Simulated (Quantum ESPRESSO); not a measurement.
# Ti (P6_3/mmc) in Quantum ESPRESSO: a series of runs

Runs on Ti. Level: LDA. Tasks: Wannier functions.

Everything below comes from runs of Quantum ESPRESSO 7.5. Logs are shortened: lines on timing, memory, paths and dates and some standing lists are left out, and cuts for length are marked.

## 1. The crystal as given

The structure is hexagonal, space group P6_3/mmc (No. 194). The conventional cell has a = 2.950 Å, b = 2.950 Å, c = 4.680 Å, α = 90.00°, β = 90.00°, γ = 120.00°. Ti (site symmetry -6m2) has 12 Ti at 2.89 to 2.95 Å as nearest neighbours.

## 2. Wannier functions, LDA

Contents of pw.in:

```
&CONTROL
  calculation = 'scf'
  prefix = 'pwscf'
  outdir = './tmp'
  pseudo_dir = './pseudo'
  tprnfor = .true.
  tstress = .true.
  disk_io = 'low'
/
&SYSTEM
  ibrav = 0
  celldm(1) = 8
  nat = 2
  ntyp = 1
  ecutwfc = 84
  nbnd = 19
  occupations = 'smearing'
  smearing = 'fd'
  degauss = 0.00367493
/
&ELECTRONS
  conv_thr = 4d-10
  electron_maxstep = 120
  mixing_beta = 0.5
/
ATOMIC_SPECIES
Ti    47.8670 Ti.upf
CELL_PARAMETERS alat
  0.6968365084558   0.0000000000000   0.0000000000000
 -0.3484182542279   0.6034781186156   0.0000000000000
  0.0000000000000   0.0000000000000   1.1054897829061
ATOMIC_POSITIONS crystal
Ti     0.6666666667    0.3333333333    0.7500000000
Ti     0.3333333333    0.6666666667    0.2500000000
K_POINTS automatic
8 8 5 0 0 0
```

Contents of nscf.in:

```
&CONTROL
  calculation = 'nscf'
  prefix = 'pwscf'
  outdir = './tmp'
  pseudo_dir = './pseudo'
  disk_io = 'low'
/
&SYSTEM
  ibrav = 0
  celldm(1) = 8
  nat = 2
  ntyp = 1
  ecutwfc = 84
  nbnd = 37
  occupations = 'smearing'
  smearing = 'fd'
  degauss = 0.00367493
  nosym = .true.
  noinv = .true.
/
&ELECTRONS
  conv_thr = 1d-09
  electron_maxstep = 120
  mixing_beta = 0.5
  diago_full_acc = .true.
  startingwfc = 'random'
/
ATOMIC_SPECIES
Ti    47.8670 Ti.upf
CELL_PARAMETERS alat
  0.6968365084558   0.0000000000000   0.0000000000000
 -0.3484182542279   0.6034781186156   0.0000000000000
  0.0000000000000   0.0000000000000   1.1054897829061
ATOMIC_POSITIONS crystal
Ti     0.6666666667    0.3333333333    0.7500000000
Ti     0.3333333333    0.6666666667    0.2500000000
K_POINTS crystal
144
  0.00000000   0.00000000   0.00000000 6.94444444e-03
  0.00000000   0.00000000   0.25000000 6.94444444e-03
  0.00000000   0.00000000   0.50000000 6.94444444e-03
  0.00000000   0.00000000   0.75000000 6.94444444e-03
  0.00000000   0.16666667   0.00000000 6.94444444e-03
  0.00000000   0.16666667   0.25000000 6.94444444e-03
[... 136 lines left out ...]
  0.83333333   0.83333333   0.50000000 6.94444444e-03
  0.83333333   0.83333333   0.75000000 6.94444444e-03
```

Contents of pw2wan.in:

```
&INPUTPP
  prefix = 'pwscf'
  outdir = './tmp'
  seedname = 'w'
  write_mmn = .true.
  write_amn = .true.
/
```

Contents of bands.in:

```
&CONTROL
  calculation = 'bands'
  prefix = 'pwscf'
  outdir = './tmp'
  pseudo_dir = './pseudo'
  disk_io = 'low'
/
&SYSTEM
  ibrav = 0
  celldm(1) = 8
  nat = 2
  ntyp = 1
  ecutwfc = 84
  nbnd = 37
  occupations = 'smearing'
  smearing = 'fd'
  degauss = 0.00367493
/
&ELECTRONS
  conv_thr = 1d-08
  electron_maxstep = 120
  mixing_beta = 0.5
  diago_full_acc = .true.
  startingwfc = 'random'
/
ATOMIC_SPECIES
Ti    47.8670 Ti.upf
CELL_PARAMETERS alat
  0.6968365084558   0.0000000000000   0.0000000000000
 -0.3484182542279   0.6034781186156   0.0000000000000
  0.0000000000000   0.0000000000000   1.1054897829061
ATOMIC_POSITIONS crystal
Ti     0.6666666667    0.3333333333    0.7500000000
Ti     0.3333333333    0.6666666667    0.2500000000
K_POINTS crystal
66
  0.00000000   0.00000000   0.00000000 1
  0.05555600   0.00000000   0.00000000 1
  0.11111100   0.00000000   0.00000000 1
  0.16666700   0.00000000   0.00000000 1
  0.22222200   0.00000000   0.00000000 1
  0.27777800   0.00000000   0.00000000 1
[... 58 lines left out ...]
  0.33333300   0.33333300   0.40000000 1
  0.33333300   0.33333300   0.50000000 1
```

Contents of w.win:

```
num_wann = 18
num_bands = 29
guiding_centres = true
dis_froz_max = 14.87
dis_num_iter = 600
dis_mix_ratio = 0.5
dis_conv_tol = 1.0d-9
num_iter = 1200
search_shells = 100
kmesh_tol = 1.0d-4
conv_tol = 1.0d-8
conv_window = 4
num_print_cycles = 200
fermi_energy = 12.8667
bands_plot = true
write_hr = true
mp_grid = 6 6 4
exclude_bands = 1-8
begin projections
Ti: s;p;d
end projections
begin unit_cell_cart
ang
  2.9500000000   0.0000000000   0.0000000000
 -1.4750000000   2.5547749412   0.0000000000
  0.0000000000   0.0000000000   4.6800000000
end unit_cell_cart
begin atoms_frac
Ti   0.6666666667   0.3333333333   0.7500000000
Ti   0.3333333333   0.6666666667   0.2500000000
end atoms_frac
begin kpoint_path
G   0.0000000000   0.0000000000   0.0000000000  M   0.5000000000   0.0000000000   0.0000000000
M   0.5000000000   0.0000000000   0.0000000000  K   0.3333333333   0.3333333333   0.0000000000
K   0.3333333333   0.3333333333   0.0000000000  G   0.0000000000   0.0000000000   0.0000000000
G   0.0000000000   0.0000000000   0.0000000000  A   0.0000000000   0.0000000000   0.5000000000
A   0.0000000000   0.0000000000   0.5000000000  L   0.5000000000   0.0000000000   0.5000000000
L   0.5000000000   0.0000000000   0.5000000000  H   0.3333333333   0.3333333333   0.5000000000
H   0.3333333333   0.3333333333   0.5000000000  A   0.0000000000   0.0000000000   0.5000000000
L   0.5000000000   0.0000000000   0.5000000000  M   0.5000000000   0.0000000000   0.0000000000
K   0.3333333333   0.3333333333   0.0000000000  H   0.3333333333   0.3333333333   0.5000000000
end kpoint_path
bands_num_points = 9
begin kpoints
  0.00000000   0.00000000   0.00000000
  0.00000000   0.00000000   0.25000000
  0.00000000   0.00000000   0.50000000
  0.00000000   0.00000000   0.75000000
  0.00000000   0.16666667   0.00000000
  0.00000000   0.16666667   0.25000000
[... 136 lines left out ...]
  0.83333333   0.83333333   0.50000000
  0.83333333   0.83333333   0.75000000
end kpoints
```

Potentials or basis: PseudoDojo 0.4.1 SR LDA standard.

Launch:

```sh
$ OMP_NUM_THREADS=1 pw.x -in pw.in > pw.out
$ OMP_NUM_THREADS=1 pw.x -in nscf.in > nscf.out
$ wannier90.x -pp w
$ OMP_NUM_THREADS=1 pw2wannier90.x -in pw2wan.in > pw2wan.out
$ wannier90.x w
$ OMP_NUM_THREADS=1 pw.x -in bands.in > bands.out
```

pw.out:

```text
This program is part of the open-source Quantum ESPRESSO suite
     for quantum simulation of materials; please cite
[... 9 lines left out ...]
     --------------------
     sticks:   dense  smooth     PW     G-vecs:    dense   smooth      PW
     Sum         721     721    211                24711    24711    3981

     Using Slab Decomposition

     bravais-lattice index     =            0
     lattice parameter (alat)  =       8.0000  a.u.
     unit-cell volume          =     238.0220 (a.u.)^3
     number of atoms/cell      =            2
     number of atomic types    =            1
     number of electrons       =        24.00
     number of Kohn-Sham states=           19
     kinetic-energy cutoff     =      84.0000  Ry
     charge density cutoff     =     336.0000  Ry
     scf convergence threshold =      4.0E-10
     mixing beta               =       0.5000
     number of iterations used =            8  plain     mixing
     Exchange-correlation= SLA  PW   NOGX NOGC
                           (   1   4   0   0   0   0   0)

     celldm(1)=   8.000000  celldm(2)=   0.000000  celldm(3)=   0.000000
     celldm(4)=   0.000000  celldm(5)=   0.000000  celldm(6)=   0.000000

     crystal axes: (cart. coord. in units of alat)
               a(1) = (   0.696837   0.000000   0.000000 )
               a(2) = (  -0.348418   0.603478   0.000000 )
               a(3) = (   0.000000   0.000000   1.105490 )

     reciprocal axes: (cart. coord. in units 2 pi/alat)
               b(1) = (  1.435057  0.828530 -0.000000 )
               b(2) = (  0.000000  1.657061  0.000000 )
               b(3) = (  0.000000 -0.000000  0.904576 )

     PseudoPot. # 1 for Ti read from file:
     Ti.upf
     Pseudo is Norm-conserving + core correction, Zval = 12.0
     Generated using ONCVPSP code by D. R. Hamann
     Using radial grid of 1568 points,  6 beta functions with:
                l(1) =   0
                l(2) =   0
                l(3) =   1
                l(4) =   1
                l(5) =   2
                l(6) =   2

     atomic species   valence    mass     pseudopotential
     Ti               12.00    47.86700     Ti( 1.00)

     24 Sym. Ops., with inversion, found (12 have fractional translation)

   Cartesian axes

     site n.     atom                  positions (alat units)
         1        Ti     tau(   1) = (   0.3484183   0.2011594   0.8291173  )
         2        Ti     tau(   2) = (  -0.0000000   0.4023187   0.2763724  )

     number of k points=    30  Fermi-Dirac smearing, width (Ry)=  0.0037
                       cart. coord. in units 2pi/alat
        k(    1) = (   0.0000000   0.0000000   0.0000000), wk =   0.0062500
        k(    2) = (   0.0000000   0.0000000   0.1809153), wk =   0.0125000
        k(    3) = (   0.0000000   0.0000000   0.3618306), wk =   0.0125000
        k(    4) = (   0.0000000   0.2071326   0.0000000), wk =   0.0375000
        k(    5) = (   0.0000000   0.2071326   0.1809153), wk =   0.0750000
        k(    6) = (   0.0000000   0.2071326   0.3618306), wk =   0.0750000
[... 22 lines left out ...]
        k(   29) = (   0.3587642   0.8285305   0.1809153), wk =   0.0750000
        k(   30) = (   0.3587642   0.8285305   0.3618306), wk =   0.0750000

     Dense  grid:    24711 G-vectors     FFT dimensions: (  36,  36,  54)

     Initial potential from superposition of free atoms

     starting charge      23.9973, renormalised to      24.0000
     Starting wfcs are   20 randomized atomic wfcs

     Self-consistent Calculation

     iteration #  1     ecut=    84.00 Ry     beta= 0.50
     Davidson diagonalization with overlap
     ethr =  1.00E-02,  avg # of iterations =  3.0

     Threshold (ethr) on eigenvalues was too large:
     Diagonalizing with lowered threshold

     Davidson diagonalization with overlap
     ethr =  1.82E-04,  avg # of iterations =  4.2

     total energy              =    -237.35680572 Ry
     estimated scf accuracy    <       0.07824395 Ry

     iteration #  2     ecut=    84.00 Ry     beta= 0.50
     Davidson diagonalization with overlap
     ethr =  3.26E-04,  avg # of iterations =  2.2

     total energy              =    -237.37517346 Ry
     estimated scf accuracy    <       0.00282876 Ry

     iteration #  3     ecut=    84.00 Ry     beta= 0.50
     Davidson diagonalization with overlap
     ethr =  1.18E-05,  avg # of iterations =  3.4

     total energy              =    -237.37542985 Ry
     estimated scf accuracy    <       0.00049295 Ry
[... 33 lines left out ...]
     total energy              =    -237.37553507 Ry
     estimated scf accuracy    <       0.00000003 Ry

     iteration #  9     ecut=    84.00 Ry     beta= 0.50
     Davidson diagonalization with overlap
     ethr =  1.13E-10,  avg # of iterations =  2.0

     total energy              =    -237.37553507 Ry
     estimated scf accuracy    <          2.1E-09 Ry

     iteration # 10     ecut=    84.00 Ry     beta= 0.50
     Davidson diagonalization with overlap
     ethr =  8.91E-12,  avg # of iterations =  4.1

     End of self-consistent calculation

          k = 0.0000 0.0000 0.0000 (  3067 PWs)   bands (ev):

   -43.4178 -43.2825 -20.3260 -19.6871 -19.6871 -19.6303 -19.5882 -19.5882
     6.7664  10.2140  13.6042  13.6042  13.6639  13.7077  14.0907  14.0907
    14.4250  14.4250  15.9373

          k = 0.0000 0.0000 0.1809 (  3074 PWs)   bands (ev):

   -43.4051 -43.2955 -20.2619 -19.6992 -19.6777 -19.6777 -19.5977 -19.5977
     7.0957  10.0203  13.1860  13.4849  13.4849  13.5329  13.9255  13.9255
    14.7523  14.7523  15.9409

          k = 0.0000 0.0000 0.3618 (  3110 PWs)   bands (ev):

   -43.3715 -43.3296 -20.0919 -19.8771 -19.6531 -19.6531 -19.6225 -19.6225
     8.0039   9.1923  12.8432  13.1264  13.4439  13.4439  13.6240  13.6240
    15.3294  15.3294  15.7792
[... 43 lines left out ...]
          k = 0.0000 0.6214 0.1809 (  3106 PWs)   bands (ev):

   -43.3160 -43.2626 -20.1716 -20.0409 -19.9509 -19.7933 -19.7390 -19.6637
     9.8222  10.9488  11.4789  12.2285  13.5160  13.6191  13.8742  15.6080
    15.7606  15.8195  16.2318

          k = 0.0000 0.6214 0.3618 (  3090 PWs)   bands (ev):

   -43.2995 -43.2791 -20.1865 -20.1313 -19.8305 -19.7536 -19.7523 -19.7041
    10.0752  10.5310  11.9101  12.2790  13.5009  13.8516  14.1450  14.8926
    15.8974  15.9947  16.0730

          k = 0.0000-0.8285 0.0000 (  3086 PWs)   bands (ev):

   -43.3008 -43.2568 -20.1543 -20.0339 -20.0252 -19.8279 -19.8017 -19.6596
    10.5555  10.7407  11.0397  12.2865  13.3020  13.4519  13.9978  16.1444
    16.3455  16.3720  17.1675

          k = 0.0000-0.8285 0.1809 (  3096 PWs)   bands (ev):

   -43.2966 -43.2610 -20.2073 -20.0952 -19.9384 -19.8120 -19.7722 -19.6759
    10.2800  10.7612  11.6199  11.9020  13.5142  13.8409  14.0457  15.8766
    16.2152  16.3546  16.7667

          k = 0.0000-0.8285 0.3618 (  3110 PWs)   bands (ev):

   -43.2855 -43.2719 -20.2335 -20.1884 -19.8245 -19.7703 -19.7633 -19.7183
    10.2402  10.5271  11.8917  12.1293  13.8759  14.1172  14.4791  14.9950
    16.2511  16.3085  16.3224

          k = 0.1794 0.3107 0.0000 (  3086 PWs)   bands (ev):

   -43.3764 -43.2675 -20.2317 -19.8480 -19.8124 -19.7142 -19.6735 -19.6291
     7.9910  11.0623  12.2298  12.5110  13.6247  13.6805  14.1703  14.4019
    14.5184  14.9635  16.1336

          k = 0.1794 0.3107 0.1809 (  3090 PWs)   bands (ev):

   -43.3661 -43.2780 -20.1954 -19.8459 -19.8247 -19.7414 -19.6624 -19.6412
     8.2690  10.9420  11.9801  12.5974  13.4233  13.7084  13.9395  14.4562
    14.8445  15.0144  16.0680

          k = 0.1794 0.3107 0.3618 (  3080 PWs)   bands (ev):
[... 65 lines left out ...]
          k = 0.3588 0.8285 0.1809 (  3092 PWs)   bands (ev):

   -43.2788 -43.2639 -20.1142 -20.0495 -19.9984 -19.8448 -19.8316 -19.7710
    11.0542  11.5087  11.6300  11.7264  12.9333  13.0799  14.2258  15.5842
    15.7993  16.1192  18.3998

          k = 0.3588 0.8285 0.3618 (  3101 PWs)   bands (ev):

   -43.2741 -43.2684 -20.1555 -20.1340 -19.9584 -19.8947 -19.7425 -19.7211
    11.1241  11.3507  12.0183  12.1413  12.6584  12.8125  14.3456  14.7933
    15.9167  16.0915  18.7306

     the Fermi energy is    12.8667 ev

!    total energy              =    -237.37553507 Ry
     estimated scf accuracy    <          2.9E-12 Ry
     smearing contrib. (-TS)   =      -0.00120521 Ry
     internal energy E=F+TS    =    -237.37432987 Ry

     The total energy is F=E-TS. E is the sum of the following terms:
     one-electron contribution =     -82.64614822 Ry
     hartree contribution      =      48.81281828 Ry
     xc contribution           =     -34.45892193 Ry
     ewald contribution        =    -169.08207799 Ry

     convergence has been achieved in  10 iterations

     Forces acting on atoms (cartesian axes, Ry/au):

     atom    1 type  1   force =    -0.00000000    0.00000000    0.00000000
     atom    2 type  1   force =     0.00000000   -0.00000000    0.00000000

     Total force =     0.000000     Total SCF correction =     0.000000

     Computing stress (Cartesian axis) and pressure

          total   stress  (Ry/bohr**3)                   (kbar)     P=      -96.72
  -0.00064198  -0.00000000   0.00000000          -94.44       -0.00        0.00
  -0.00000000  -0.00064198   0.00000000           -0.00      -94.44        0.00
   0.00000000  -0.00000000  -0.00068859            0.00       -0.00     -101.30

=------------------------------------------------------------------------------=
   JOB DONE.
=------------------------------------------------------------------------------=
```

It took 10 min on 1 thread of Arm Neoverse V1, shared host; peak memory 0.28 GiB.

Results:

- Free energy: -3229.6587 eV
- Pressure: -9.7 GPa
- Band gap on the k mesh: none (metal or under the smearing width)
- Total Wannier spread: 15.41 Å² over 18 functions
- RMS miss of the Wannier bands: 0.003 eV

Levels at the corners of the path, in eV from the Fermi level:
| point | band 8 | band 9 | band 10 | band 11 | band 12 | band 13 | band 14 | band 15 | band 16 | band 17 |
| --- | --- | --- | --- | --- | --- | --- | --- | --- | --- | --- |
| Γ | -32.45 | -6.10 | -2.65 | 0.74 | 0.74 | 0.80 | 0.84 | 1.22 | 1.22 | 1.56 |
| M | -32.53 | -2.31 | -2.13 | -1.83 | -0.58 | 0.44 | 0.59 | 1.13 | 3.28 | 3.48 |
| K | -32.71 | -1.67 | -1.36 | -1.36 | -1.26 | 0.19 | 0.19 | 1.45 | 3.00 | 3.00 |
| Γ | -32.45 | -6.10 | -2.65 | 0.74 | 0.74 | 0.80 | 0.84 | 1.22 | 1.22 | 1.56 |
| A | -32.50 | -4.27 | -4.27 | 0.07 | 0.07 | 0.64 | 0.64 | 0.64 | 0.64 | 2.72 |
| L | -32.61 | -2.51 | -2.51 | -0.81 | -0.81 | 1.33 | 1.33 | 1.67 | 1.67 | 3.41 |
| H | -32.59 | -1.21 | -1.21 | -1.09 | -1.09 | -0.20 | -0.20 | 1.61 | 1.61 | 3.09 |
| A | -32.50 | -4.27 | -4.27 | 0.07 | 0.07 | 0.64 | 0.64 | 0.64 | 0.64 | 2.72 |
| L | -32.61 | -2.51 | -2.51 | -0.81 | -0.81 | 1.33 | 1.33 | 1.67 | 1.67 | 3.41 |
| M | -32.53 | -2.31 | -2.13 | -1.83 | -0.58 | 0.44 | 0.59 | 1.13 | 3.28 | 3.48 |
| K | -32.71 | -1.67 | -1.36 | -1.36 | -1.26 | 0.19 | 0.19 | 1.45 | 3.00 | 3.00 |
| H | -32.59 | -1.21 | -1.21 | -1.09 | -1.09 | -0.20 | -0.20 | 1.61 | 1.61 | 3.09 |

Wannier functions:
```tsv
function	nearest atom	distance (Å)	spread (Å²)	on-site energy from the reference level (eV)
1	1 Ti	1.52	1.06	8.63
2	1 Ti	1.48	1.08	9.38
3	1 Ti	1.55	1.08	9.41
4	1 Ti	1.58	1.06	8.85
5	1 Ti	0.03	0.71	2.73
6	1 Ti	0.03	0.65	3.38
7	1 Ti	0.04	0.66	3.12
8	1 Ti	0.05	0.70	3.03
9	1 Ti	0.06	0.70	2.91
10	2 Ti	1.51	1.09	8.57
11	2 Ti	1.52	1.08	9.46
12	2 Ti	1.51	1.10	9.68
13	2 Ti	1.61	1.05	8.87
14	2 Ti	0.02	0.67	3.00
15	2 Ti	0.01	0.63	3.34
16	2 Ti	0.04	0.67	3.11
17	2 Ti	0.07	0.70	3.08
18	2 Ti	0.08	0.74	2.75
```

Parts of the spread (Å²): invariant 14.51, diagonal 0.011, off-diagonal 0.89, total 15.41. Against the direct bands the interpolation misses by 3 meV (root mean square) and 15 meV at most, for states up to 1 eV over the reference level.

Caveat: the Wannier minimisation didn't converge.

[end of part 1 of 2]
